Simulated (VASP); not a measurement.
PtS2:

```
Pt S
1.0
     3.54320    0.00000    0.00000
    -1.77160    3.06850    0.00000
     0.00000    0.00000    5.03880
Pt S
1 2
Cartesian
  0.0000 0.0000 0.0000
  1.7716 1.0228 3.8950
  0.0000 2.0457 1.1438
```

```yaml
Program: VASP 6.6.1
Task: relaxation of cell and atoms
Functional: PW91
Potentials_or_basis: VASP PAW PBE potentials, release 64 (Pt, S)
Cutoff: 600 eV
k_mesh: 9 × 9 × 5
Occupations: fermi-dirac, width 0.05 eV
Spin: no spin polarisation
```

At the start: pressure 12.1 GPa; volume 18.26 Å³/atom.

**Question.** Where does the relaxation end?

**Answer.** Over 22 steps the energy falls by 68.6 meV/atom and the volume is 23.66 Å³/atom (+29.6 %); space group P-3m1 (No. 164, to 0.05 Å).

Step by step:
```csv
step,energy change (eV),largest force (eV/Å),pressure (GPa),volume (Å³)
1,0.0000,1.3406,12.10,54.78
2,0.2843,1.4671,-13.33,66.46
3,-0.1656,0.0363,-0.53,58.77
4,-0.1659,0.0792,-0.12,58.61
5,-0.1659,0.1009,0.07,58.53
6,-0.1728,0.0199,0.16,58.58
7,-0.1767,0.1088,0.29,58.63
8,-0.1785,0.1317,0.02,58.99
9,-0.1822,0.1966,-0.73,60.05
10,-0.1832,0.3170,-2.07,62.20
11,-0.1839,0.2631,-1.54,61.28
12,-0.1842,0.2610,-1.51,61.32
13,-0.1850,0.2547,-1.46,61.41
14,-0.1865,0.2411,-1.36,61.60
15,-0.1894,0.2141,-1.17,61.98
16,-0.1943,0.1547,-0.75,62.73
17,-0.2004,0.0199,0.17,64.21
18,-0.1941,0.3167,2.43,67.12
19,-0.2008,0.1152,1.04,65.19
20,-0.2029,0.0842,0.75,66.38
21,-0.2056,0.0270,0.17,69.75
22,-0.2059,0.0095,0.00,70.98
```

Final structure:
```
Pt S
1.0
     3.58122    0.00000    0.00000
    -1.79061    3.10143    0.00000
     0.00000    0.00000    6.39021
Pt S
1 2
Direct
  0.00000 0.00000 0.00000
  0.66667 0.33333 0.80772
  0.33333 0.66667 0.19228
```

Caveat: the volume moved by over 15 % at a fixed basis, so the end points are rough; the PAW data sets were made with another functional, which shifts forces and pressure a little; this functional lacks dispersion, which binds the layers, so the pressure and a relaxed spacing across them are unreliable, and here the layers came unbound; the volume moved by +30 % from the deposited cell, more than functionals usually miss.
